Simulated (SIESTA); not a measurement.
The system is WS2.

```
W S
1.0
     1.57900    0.91164    6.16333
    -1.57900    0.91164    6.16333
     0.00000   -1.82327    6.16333
W S
1 2
Direct
  0.00000 0.00000 0.00000
  0.58100 0.58100 0.58100
  0.75030 0.75030 0.75030
```

Measurements of this composition are mostly on another form, of space group No. 194.

Base run:

```yaml
Program: SIESTA 5.4.2
Functional: vdW-DF-cx
Potentials_or_basis: PseudoDojo 0.4 standard (PBE files)
Basis: DZP (energy shift 0.003 Ry; two zetas on semicore shells)
Grid_cutoff: 800 Ry
Energy_shift: 0.003 Ry
k_mesh: 10 × 10 × 10
Occupations: fermi-dirac, width 0.05 eV
Spin: no spin polarisation
```

Its results: band gap on the k mesh 1.11 eV, indirect (least direct gap 2.29 eV); pressure 4.3 GPa; largest force 0.973 eV/Å.

Q: The run is repeated on the same cell with these changes: functional from vdW-DF-cx to AM05; potentials or basis from PseudoDojo 0.4 standard (PBE files) to PseudoDojo 0.4 standard (PBEsol files). What comes out?

A: Band gap on the k mesh 1.12 eV, indirect (least direct gap 2.29 eV); pressure 2.1 GPa; largest force 0.632 eV/Å.

Caveats: short orbitals over semicore shells can move pressures by several GPa; the potentials were made for another functional, which shifts forces and pressure; spin-orbit coupling is left out, which moves the levels of the heavy elements; the basis of atomic orbitals isn't converged, which shifts pressures, moduli and gaps.

A k mesh can miss the band edges.
